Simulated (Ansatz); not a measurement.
**AlN under changes of volume**

One of the cells (10.451 Å³/atom); the others are scaled copies at fixed shape and fractional positions:

```
Al N
1.0
     3.11300    0.00000    0.00000
    -1.55650    2.69594    0.00000
     0.00000    0.00000    4.98100
Al N
2 2
Direct
  0.66667 0.33333 0.50000
  0.33333 0.66667 0.00000
  0.66667 0.33333 0.88000
  0.33333 0.66667 0.38000
```

```yaml
Program: Ansatz 0.2.0
Functional: PBE
Potentials_or_basis: Ansatz PAW
Cutoff: "420 eV (not typed: the program's choice for these potentials)"
k_mesh: 10 × 10 × 6
Occupations: fermi-dirac, width 0.05 eV
Spin: no spin polarisation
```

| volume (Å³/atom) | energy over the lowest point (meV/atom) | pressure (GPa) | gap on the mesh (eV) | largest force (eV/Å) |
| --- | --- | --- | --- | --- |
| 9.824 | 43.76 | 18.2 | 4.76 | 0.179 |
| 10.033 | ? | ? | ? | ? |
| 10.242 | 9.90 | 8.1 | 4.39 | 0.145 |
| 10.451 | 2.24 | 3.7 | 4.21 | 0.129 |
| 10.660 | 0.00 | -0.2 | 4.04 | 0.115 |
| 10.869 | 2.71 | -3.8 | 3.87 | 0.101 |
| 11.078 | 9.87 | -7.1 | 3.71 | 0.088 |

Q: What does the run at 10.033 Å³/atom give?

A: Energy over the lowest point 23.54 meV/atom; pressure 12.9 GPa; gap on the mesh 4.58 eV; largest force 0.161 eV/Å.

Worked out: A Birch-Murnaghan fit of order 3 (a polynomial in V^(-2/3)) to the other rows has its minimum at 10.65 Å³/atom with B0 = V·E''(V) = 193 GPa and B' = 3.9 at fixed shape and positions, which overstates the stiffness. It gives 23.53 meV/atom at 10.033 Å³/atom, against the run's 23.54, and -dE/dV = 12.9 GPa, against 12.9. A straight line through the other rows of the gap, of slope -8.75 eV per unit of ln V (its deformation potential), gives 4.57 eV, against the run's 4.58.

Energies are extrapolated to zero smearing.

A mesh can miss the band edges.
